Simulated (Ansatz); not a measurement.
Space group Pm-3m (No. 221). a = 3.110 Å, b = 3.110 Å, c = 3.110 Å, α = 90.00°, β = 90.00°, γ = 90.00°
```
atom  site  symmetry       x       y       z
  Sb    1b      m-3m  0.5000  0.5000  0.5000
```

Equation of state of this Sb structure (not necessarily the ground state), with shape and atoms relaxed at each volume where symmetry leaves them free. It has no gap at any of these volumes. All numbers below come from Ansatz 0.2.0, DFT PBE, scalar-relativistic, plane waves, PAW.

Plane waves to 420 eV, a k mesh through Γ of 18×18×18 on the computed 1-atom cell and Gaussian smearing (0.10 eV); no spin polarisation.

```
V (Å³/atom)  E − E(largest V) (meV/atom)  P (GPa)
     26.461                        51.43     9.44
     27.363                         7.05     6.45
     28.265                       -22.05     3.94
     29.167                       -38.17     1.80
     30.069                       -43.14    -0.01
     30.971                       -38.71    -1.52
     31.873                       -26.45    -2.79
     33.076                         0.00    -4.19
```

Task: Fit a third-order Birch–Murnaghan equation, E = E0 + (9V0B0/16)·[(x − 1)³B0' + (x − 1)²(6 − 4x)] with x = (V0/V)^(2/3), to E(V).

Result: V0 = 30.08 Å³/atom, B0 = 55 GPa, B0' = 4.5.

Spin-orbit coupling is left out, which matters for the bands of heavy elements.

The cell was reached from a generator's guess, though it ends in a space group that the Crystallography Open Database lists for this formula.
